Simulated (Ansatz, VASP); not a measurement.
# Cross-check of AsP between VASP and Ansatz

Wanted: the spread between two codes on one cell, functional and k mesh. The cell is generated by rule, not measured, and may not be a known phase. The cell is taken from a series of VASP runs on this material, whose earlier steps may have relaxed, scaled or displaced it; both programs get it as it stands.

Method: plane waves, with VASP 6.6.1 beside it; band structure at PBE and band structure at PBE, spin-orbit coupling, in Ansatz 0.2.0.

The structure was built from a prototype and need not be the compound's stable phase.

### 1. Starting point

It takes space group Fm-3m (No. 225, cubic). Conventional cell: a = 5.300 Å, b = 5.300 Å, c = 5.300 Å, α = 90.00°, β = 90.00°, γ = 90.00°. Nearest to As lie 6 P at 2.65 Å. Nearest to P lie 6 As at 2.65 Å. Farther neighbours are not listed.

### 2. VASP: band structure, PBE

A single point gives forces, pressure and levels at one fixed geometry, so differences don't come from the geometry; what else differs is listed under the comparison.

Lines of VASP's logs that name or quote its potential files are left out, and so is its time.

The input, INCAR:

```
SYSTEM = AsP
PREC = Accurate
ENCUT = 400
EDIFF = 1E-06
NELM = 100
ISMEAR = 0
SIGMA = 0.02
LREAL = .FALSE.
ALGO = Normal
GGA = PE
NBANDS = 17
LORBIT = 11
LWAVE = .FALSE.
LCHARG = .FALSE.
KPAR = 4
ISIF = 2
```

The input, POSCAR:

```
AsP
1.0
    0.0000000000      2.6500000000      2.6500000000
    2.6500000000      0.0000000000      2.6500000000
    2.6500000000      2.6500000000      0.0000000000
As P
1 1
Direct
    0.0000000000      0.0000000000      0.0000000000
    0.5000000000      0.5000000000      0.5000000000
```

The input, KPOINTS:

```
Automatic mesh
0
Gamma
14 14 14
0 0 0
```

The input, KPOINTS_OPT:

```
Line mode
24
Line-mode
Reciprocal
  0.00000000   0.00000000   0.00000000 GAMMA
  0.50000000   0.00000000   0.50000000 X

  0.50000000   0.00000000   0.50000000 X
  0.50000000   0.25000000   0.75000000 W

  0.50000000   0.25000000   0.75000000 W
  0.37500000   0.37500000   0.75000000 K

  0.37500000   0.37500000   0.75000000 K
  0.00000000   0.00000000   0.00000000 GAMMA

  0.00000000   0.00000000   0.00000000 GAMMA
  0.50000000   0.50000000   0.50000000 L

  0.50000000   0.50000000   0.50000000 L
  0.62500000   0.25000000   0.62500000 U

  0.62500000   0.25000000   0.62500000 U
  0.50000000   0.25000000   0.75000000 W

  0.50000000   0.25000000   0.75000000 W
  0.50000000   0.50000000   0.50000000 L

  0.50000000   0.50000000   0.50000000 L
  0.37500000   0.37500000   0.75000000 K

  0.62500000   0.25000000   0.62500000 U
  0.50000000   0.00000000   0.50000000 X
```

The projector-augmented-wave data sets are As and P (PBE family, release 64).

Started as:

```bash
$ mpirun -np 4 vasp_std
```

Numbers of over 12 decimals in the logs are rounded to 6 here.

The program printed:

```text
[banner, memory and clock lines left out]
running    4 mpi-ranks, on    1 nodes
 distrk:  each k-point on    1 cores,    4 groups
 distr:  one band on    1 cores,    1 groups

 POSCAR found type information on POSCAR AsP
 POSCAR found :  2 types and       2 ions
 LDA part: xc-table for (Slater+PW92), standard interpolation
 POSCAR, INCAR and KPOINTS ok, starting setup
 FFT: planning ... GRIDC
 FFT: planning ... GRID_SOFT
 FFT: planning ... GRID
 WAVECAR not read
 entering main loop
       N       E                     dE             d eps       ncg     rms          rms(c)
DAV:   1     0.146117977783E+02    0.14612E+02   -0.35124E+03  3544   0.408E+02
DAV:   2    -0.895754089915E+01   -0.23569E+02   -0.22613E+02  4838   0.855E+01
DAV:   3    -0.971224987295E+01   -0.75471E+00   -0.75136E+00  4185   0.122E+01
DAV:   4    -0.971486484961E+01   -0.26150E-02   -0.26147E-02  4617   0.896E-01
DAV:   5    -0.971487426932E+01   -0.94197E-05   -0.94193E-05  4256   0.553E-02    0.399E+00
DAV:   6    -0.968314971230E+01    0.31725E-01   -0.18315E-01  4114   0.107E+00    0.239E+00
DAV:   7    -0.968671213840E+01   -0.35624E-02   -0.86933E-03  4070   0.454E-01    0.108E+00
DAV:   8    -0.968817537414E+01   -0.14632E-02   -0.12724E-03  3877   0.179E-01    0.103E-01
DAV:   9    -0.968822889390E+01   -0.53520E-04   -0.19381E-04  4564   0.447E-02    0.376E-02
DAV:  10    -0.968824940239E+01   -0.20508E-04   -0.55131E-05  3791   0.324E-02    0.110E-02
DAV:  11    -0.968824962493E+01   -0.22254E-06   -0.17315E-06  4496   0.625E-03
   1 F= -.96882496E+01 E0= -.96881478E+01  d E =-.203716E-03
 Start KPOINTS_OPT (optional k-point list driver)
k-point batch [1-104\240]
       N       E                     dE             ncg
DAV:   1     0.297413229276E+04   -0.22375E+05     3536
DAV:   2     0.435682901489E+03   -0.25384E+04     4689
DAV:   3     0.356043854519E+03   -0.79639E+02     4303
DAV:   4     0.355766955400E+03   -0.27690E+00     4639
DAV:   5     0.355765954950E+03   -0.10004E-02     4502
DAV:   6     0.355765949546E+03   -0.54040E-05     4580
DAV:   7     0.355765949463E+03   -0.83334E-07     3651
[...]
k-point batch [209-240\240]
       N       E                     dE             ncg
DAV:   1     0.246223755387E+05   -0.10046E+05     1088
DAV:   2     0.238731124887E+05   -0.74926E+03     1461
DAV:   3     0.238534785016E+05   -0.19634E+02     1461
DAV:   4     0.238534103077E+05   -0.68194E-01     1344
DAV:   5     0.238534100400E+05   -0.26772E-03     1478
DAV:   6     0.238534100384E+05   -0.15862E-05     1342
DAV:   7     0.238534100383E+05   -0.16782E-07     1198
```

OUTCAR, selected parts (step 2):

```text
ion  position               nearest neighbor table
   1  0.000  0.000  0.000-   2 2.65   2 2.65   2 2.65   2 2.65   2 2.65   2 2.65
   2  0.500  0.500  0.500-   1 2.65   1 2.65   1 2.65   1 2.65   1 2.65   1 2.65

  LATTYP: Found a face centered cubic cell.
 ALAT       =     5.3000000000

 Subroutine GETGRP returns: Found 48 space group operations
 (whereof 48 operations were pure point group operations)

The static configuration has the point symmetry O_h .

 Found    104 irreducible k-points:

   k-points           NKPTS =    104   k-points in BZ     NKDIM =    104   number of bands    NBANDS=     17

   dimension x,y,z NGX =    24 NGY =   24 NGZ =   24
   dimension x,y,z NGXF=    48 NGYF=   48 NGZF=   48

   ENCUT  =  400.0 eV  29.40 Ry    5.42 a.u.   6.11  6.11  6.11*2*pi/ulx,y,z

   NELECT =      10.0000    total number of electrons

 k-points in reciprocal lattice and weights: Automatic mesh
   0.00000000  0.00000000  0.00000000       0.000
   0.07142857  0.00000000  0.00000000       0.003
   0.14285714  0.00000000  0.00000000       0.003
   0.21428571  0.00000000  0.00000000       0.003
   0.28571429  0.00000000  0.00000000       0.003
   0.35714286  0.00000000  0.00000000       0.003
   0.42857143  0.00000000  0.00000000       0.003
   0.50000000  0.00000000  0.00000000       0.001
   0.07142857  0.07142857  0.00000000       0.002
[...]
-0.28571429  0.42857143  0.21428571       0.009
  -0.28571429  0.50000000  0.21428571       0.004

 average (electrostatic) potential at core
       1 -48.8156       2 -82.5940

 E-fermi :   6.5230

 k-point     1 :       0.0000    0.0000    0.0000
  band No.  band energies     occupation
      1      -8.3413      2.00000
      2       2.3353      2.00000
      3       4.6541      2.00000
      4       4.6541      2.00000
      5       4.6541      2.00000
      6      10.7077      0.00000
      7      10.7077      0.00000
      8      10.7077      0.00000
      9      12.1391      0.00000
     10      12.1391      0.00000
    ...

 k-point     2 :       0.0714    0.0000    0.0000
  band No.  band energies     occupation
      1      -8.2687      2.00000
      2       1.8514      2.00000
      3       4.6564      2.00000
      4       4.6564      2.00000
      5       4.9730      2.00000
      6      10.2816      0.00000
      7      10.2816      0.00000
      8      10.4997      0.00000
      9      12.1721      0.00000
     10      12.2911      0.00000
    ...

 k-point     3 :       0.1429    0.0000    0.0000
  band No.  band energies     occupation
      1      -8.0513      2.00000
      2       0.8325      2.00000
      3       4.6719      2.00000
      4       4.6719      2.00000
      5       5.5103      2.00000
      6       9.4137      0.00000
      7       9.4137      0.00000
      8       9.9857      0.00000
      9      12.3607      0.00000
     10      12.7332      0.00000
    ...

  Total       -0.9665100     -0.9665100     -0.9665100      0.0000000      0.0000000     -0.0000000
  in kB      -41.6053610    -41.6053610    -41.6053610      0.0000000      0.0000000     -0.0000000
  external PRESSURE =     -41.6053610 kB  Pullay stress =       0.0000000 kB

  energy-cutoff  :      400.00
  volume of cell :       37.22
      direct lattice vectors                 reciprocal lattice vectors
     0.000000000  2.650000000  2.650000000    -0.188679245  0.188679245  0.188679245
     2.650000000  0.000000000  2.650000000     0.188679245 -0.188679245  0.188679245
     2.650000000  2.650000000  0.000000000     0.188679245  0.188679245 -0.188679245

 POSITION                                       TOTAL-FORCE (eV/Angst)
 -----------------------------------------------------------------------------------
      0.00000      0.00000      0.00000         0.000000      0.000000     -0.000000
      2.65000      2.65000      2.65000        -0.000000     -0.000000      0.000000
 -----------------------------------------------------------------------------------
    total drift:                                0.000000     -0.000000     -0.000000

  FREE ENERGIE OF THE ION-ELECTRON SYSTEM (eV)
  ---------------------------------------------------
  free  energy   TOTEN  =        -9.6882496249 eV

  energy  without entropy=       -9.6880459091  energy(sigma->0) =       -9.68814777

 total charge
# of ion       s       p       d       tot
------------------------------------------
    1        1.306   1.260   0.064   2.630
    2        1.098   1.285   0.000   2.382
--------------------------------------------------
tot          2.403   2.545   0.064   5.012

[... 3 further parts left out ...]
```

The run ends at a pressure of -4.16 GPa.

### 3. Ansatz: band structure, PBE

Ansatz runs on its default PAW (the set named soft_2) files.

The same cell, functional, mesh and smearing now go to Ansatz, which takes its cutoff from its data sets.

The input, input.yaml:

```yaml
crystal:
  lattice:
    - [0.0, 2.65, 2.65]
    - [2.65, 0.0, 2.65]
    - [2.65, 2.65, 0.0]
  atoms:
    - { symbol: As, position: [0.0, 0.0, 0.0] }
    - { symbol: P, position: [0.5, 0.5, 0.5] }
hamiltonian:
  xc: pbe
  pseudopotentials: { kind: paw }
kpoints:
  mp_grid: { grid: [14, 14, 14] }
  band_path:
    path:
      - [0.0, 0.0, 0.0]
      - [0.17391, 0.0, 0.17391]
      - [0.34783, 0.0, 0.34783]
      - [0.5, 0.0, 0.5]
      - [0.5, 0.08696, 0.58696]
      - [0.5, 0.18478, 0.68478]
      - [0.49457, 0.25543, 0.75]
      - [0.45109, 0.29891, 0.75]
      - [0.40761, 0.34239, 0.75]
      - [0.34239, 0.34239, 0.68478]
      - [0.21196, 0.21196, 0.42391]
      - [0.08152, 0.08152, 0.16304]
      - [0.04348, 0.04348, 0.04348]
      - [0.23913, 0.23913, 0.23913]
      - [0.41304, 0.41304, 0.41304]
      - [0.5163, 0.46739, 0.5163]
      - [0.55978, 0.38043, 0.55978]
      - [0.6087, 0.28261, 0.6087]
      - [0.60326, 0.25, 0.64674]
      - [0.55978, 0.25, 0.69022]
      - [0.5163, 0.25, 0.7337]
      - [0.5, 0.30435, 0.69565]
      - [0.5, 0.3913, 0.6087]
      - [0.5, 0.47826, 0.52174]
      - [0.47283, 0.47283, 0.55435]
      - [0.42391, 0.42391, 0.65217]
      - [0.38043, 0.38043, 0.73913]
      - [0.59239, 0.18478, 0.59239]
      - [0.54891, 0.09783, 0.54891]
      - [0.5, 0.0, 0.5]
    npoints: 1
scf:
  occupations: { method: gaussian, width: 0.02 }
  n_extra_bands: 7
output:
  forces: true
  stress: true
  eigenvalues: true
  write_density: true
  write_potential: true
  elf: true
  volumetric_format: npy
```

Started as:

```bash
$ ansatz run input.yaml --threads 2 --pin off --max-ram 4608MiB --backend cpu --events-out ev --progress --plain --runs-dir out
```

The program printed:

```text
scf.n_extra_bands = 7 over 10 filled bands (N_el = 20.0): the run solves 17 bands
Engine: ansatz 0.2.0, aarch64-unknown-linux-gnu
Pseudopotentials: kind: paw
Pseudopotential: As, paw, valence charge 15, recommended cutoff 420 eV (normal), As.paw.azcp
Pseudopotential: P, paw, valence charge 5, recommended cutoff 420 eV (normal), P.paw.azcp
Functional definition: PBE
  parameter kappa = 0.804
  parameter beta = 0.066725
  exchange = pbe_x(kappa = kappa, mu = beta*pi^2/3)
  correlation = pbe_c(beta = beta)
Crystal: 2 atoms, lattice volume = 37.219 Å³
Basis set: ecut = 420 eV, 725 PW (Γ), exchange–correlation on 54×54×54 points (8 copies of the dense FFT grid, shifted against one another)
Bands: 17, of which v1, the nominal top of the filled ones, is band 10 counted from 1 (9 counted from 0)
Symmetry: 48 space group operations
Space group: Fm-3m (ITA 225), of the structure as read, at distance tolerance 3.3e-5 Å
k-points: 104 of 2744
Non-local potential: As, projectors of the file, l = 0: 2, l = 1: 2, l = 2: 3, l = 3: 1
Non-local potential: P, projectors of the file, l = 0: 2, l = 1: 2, l = 2: 2
PAW form: soft (Blöchl's): semilocal exchange-correlation on the pseudo side does not see the compensation charge
PAW one-centre angular grid: As, 590 points (default); XC on 64 Gauss nodes
PAW one-centre angular grid: P, 110 points (default); XC on 64 Gauss nodes
Initial density: superposition of atomic densities (neutral atoms: chi_scale 0, normalization atom), corrected by the library's trained network
Initial wavefunctions: pseudopotential atomic-orbital guess
Functional: x = pbe(κ = 0.804, μ = 0.219515), c = pbe(β = 0.066725)
SCF iter   1: F=—  HF=-5611.463205 eV  |F-HF|=—  |Δ(HF+E_count)|=         —  Δρ=1.91e-3  dr2=2.25e-3  ethr=1.77e-3  ⟨swp⟩=6.3  Hψ=10840  notcnv=0  defer=3
preconditioner: auto → Kerker (q_TF=auto, 2.460 Å⁻¹)  [metal: Δε(μ)=0.007 eV  Ē_g=13.052 eV  σ=0.020 eV  W_gap=0.18  n_scr=14 (ndim 8)  ℏωp=19.2 eV  f_vac=0.000  D(μ)=1.07/eV (n_scr^D=8)]
SCF iter   2: F=—  HF=-5611.462417 eV  |F-HF|=—  |Δ(HF+E_count)|=   7.88e-4  Δρ=1.18e-3  dr2=8.99e-4  ethr=1.12e-5  ⟨swp⟩=2.2  Hψ=3328  notcnv=0  defer=170
SCF iter   3: F=—  HF=-5611.462315 eV  |F-HF|=—  |Δ(HF+E_count)|=   1.02e-4  Δρ=2.46e-4  dr2=3.31e-5  ethr=4.50e-6  ⟨swp⟩=2.7  Hψ=2769  notcnv=0  defer=170
SCF iter   4: F=—  HF=-5611.462294 eV  |F-HF|=—  |Δ(HF+E_count)|=   2.07e-5  Δρ=1.53e-4  dr2=1.16e-5  ethr=1.65e-7  ⟨swp⟩=2.1  Hψ=2434  notcnv=0  defer=170
SCF iter   5: F=—  HF=-5611.462296 eV  |F-HF|=—  |Δ(HF+E_count)|=   1.98e-6  Δρ=5.26e-5  dr2=1.05e-6  ethr=5.78e-8  ⟨swp⟩=2.0  Hψ=2577  notcnv=0  defer=170
SCF iter   6: F=-5611.462296 eV  HF=-5611.462296 eV  |F-HF|=1.43e-9  |Δ(HF+E_count)|=   9.67e-9  Δρ=1.33e-5  dr2=7.44e-8  ethr=5.00e-10  ⟨swp⟩=13.4  Hψ=15049  notcnv=0
SCF 1 converged in 6 iterations: F = -5611.462296 eV  dr2 = 7.44e-8
  greatest PAW one-centre occupation: 0.999 electrons in one spin orbital (limit 2), on the As atom at site 0 (counted from 0), in its partial waves of l = 2
NSCF: frozen V_eff on 30 k-points
SCF converged after 6 iterations
Free energy (F): -5611.462296 eV
Harris-Foulkes:  -5611.462296 eV  (|F-HF|=1.43e-9)
Internal energy: -5611.462091 eV  (E = F + TS)
E sigma→0 (E₀):  -5611.462193 eV
Entropy (-TS):   -0.000206 eV (-0.103 meV/atom)
Fermi energy:    10.123181 eV
--- Per-component energies (eV) ---
  E_band       = -219.873846
  E_kinetic    = 170.263712
  E_local      = -1804.221396  (includes V_loc(G=0)·N_el)
  E_nonlocal   = -636.877532
  E_hartree    = 982.476809
  E_xc         = -139.833809
  E_vxc        = -138.942943  (∫ρ·V_xc dr)
  E_paw        = -2404.131943  (= ΣΔE_a)
  E_vpaw       = 224.953648  (= ΣTr[D̂ρ^β])
  E_aug_tail   = 0.000011  (compensation charges beyond the density's cutoff)
  E_ewald      = -1779.137942
  E_smearing   = -0.000206  (= −TS)
  E_closure    = -0.000000  (closes the sum)
  Σ components = -5611.462296   (vs F -5611.462296, Δ=0.00e0)
--- Forces (eV/Å), atoms counted from 1 ---
  atom   1  As     0.00000000     0.00000000     0.00000000
  atom   2  P      0.00000000    -0.00000000    -0.00000000
  max |Σ_I F_I| component: 4.67e-30 eV/Å
--- Stress (GPa, compression-positive) ---
       -4.193535       0.000000       0.000000
        0.000000      -4.193535       0.000000
       -0.000000       0.000000      -4.193535
  P = ⅓ Tr σ = -4.1935 GPa (-41.935 kbar)
--- Band table (eV; the first three rows and the last of 104) ---
  k-point 0: bands = [... 6 lower, 5.9325, 8.2546, 8.2546, 8.2546, 14.3077, 14.3077, 14.3077, 15.7384, ... 3 higher]
  k-point 1: bands = [... 6 lower, 5.4492, 8.2571, 8.2571, 8.5731, 13.8814, 13.8814, 14.0996, 15.7720, ... 3 higher]
  k-point 2: bands = [... 6 lower, 4.4311, 8.2727, 8.2727, 9.1101, 13.0135, 13.0135, 13.5856, 15.9614, ... 3 higher]
  k-point 103: bands = [... 6 lower, 0.2213, 3.8798, 4.4349, 9.4590, 11.4286, 15.5673, 17.1757, 17.2022, ... 3 higher]
```

Run time: 4.8 s. Hardware: 2 threads of Arm Neoverse N1, shared host; peak memory 0.33 GiB.

### 4. Differences

Known differences besides the potentials themselves: the data sets hold 20 valence electrons in Ansatz (default PAW (the set named soft_2) files) and 10 in VASP; the cutoff is 420 eV in Ansatz and 400 eV in VASP; VASP leaves aspherical gradient terms in its spheres out (LASPH is not set), Ansatz keeps them. Total energies have different zeros and are not compared.

The two programs side by side:

```
      quantity  Ansatz   VASP  difference
pressure (GPa)   -4.19  -4.16       -0.03
```

Levels from 3 eV below to 2 eV above the Fermi level differ by 1 meV r.m.s. and 2 meV at most; each VASP level is matched to the nearest of Ansatz, which flatters the figure a little. Ansatz's pressure holds a Pulay correction of 0.02 GPa; VASP's holds none.

### 5. What the set-up changes

Further runs change the set-up of one program: Ansatz's method, potentials or start, or VASP's data sets, cutoff or form of LDA. The table gives Ansatz less VASP for each quantity, since a change that brings one quantity closer may part another.

```
                              run  pressure (GPa)
                         as above          -0.033
Ansatz's all-electron LAPW method          -0.020
```

(Continued in part 2 of 2.)

[Lines on the potential files, build, host, timing and source positions are cut from VASP's logs without a mark.]

[Logs are printed without paths, hosts, clocks, repeated set-up lines and the standing remarks that a program may print on its own settings, such as how far it seeks lower states.]

[Hosts, paths, dates, database ids (printed as entryN), source tags and the programs' standing remarks are cut or masked in the printed files.]
